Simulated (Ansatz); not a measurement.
## BeTe, one cell by several methods

```yaml
crystal:
  lattice:
    - [0.00000, 2.77000, 2.77000]
    - [2.77000, 0.00000, 2.77000]
    - [2.77000, 2.77000, 0.00000]
  atoms:
    - { symbol: Be, position: [0.00000, 0.00000, 0.00000] }
    - { symbol: Te, position: [0.75000, 0.75000, 0.75000] }
```

Atom numbers follow the list: Be1, Te2.

The cell is COD entry 9008838, as deposited and not checked against the literature; nothing was relaxed. It differs from other determinations.

Spin–orbit coupling is left out, though it moves levels of the heavy atoms by tenths of an eV or more.

All numbers are computed: DFT, PBE, PAW with Ansatz's default frozen-core files, scalar-relativistic (Ansatz 0.2.0); DFT, PBE, all-electron PAW with datasets made for the crystal, scalar-relativistic (Ansatz 0.2.0); DFT, PBE, all-electron LAPW, scalar-relativistic (Ansatz 0.2.0).

For PAW: a Γ-centred 11×11×11 k mesh, Fermi–Dirac smearing of 0.05 eV, cutoff 420 eV, no spin polarisation. The crystal-made all-electron datasets (AE datasets) take a cutoff of 180 eV at this cell. LAPW targets a basis error of 0.5 meV/atom. The Ansatz runs share mesh, smearing and spin set-up. Plane-wave (PAW) pressures include the program's estimate of the Pulay term.

Stress and pressure are positive in compression.

Levels count from the top of the valence band.

```csv
quantity,PAW,AE datasets,LAPW
pressure (GPa),4.27,4.27,4.27
band gap (eV),1.864,1.863,1.863
highest filled level at L (eV),-1.215,-1.215,-1.215
lowest empty level at L (eV),3.224,3.225,3.224
highest filled level at Γ (eV),0.000,0.000,0.000
lowest empty level at Γ (eV),3.586,3.586,3.586
highest filled level at K (eV),-2.391,-2.391,-2.391
lowest empty level at K (eV),2.641,2.641,2.641
```

PAW's pressure differs from the LAPW value by about 0.01 GPa or less. Datasets made for the crystal and LAPW share parts of one code, so their agreement isn't an independent check.
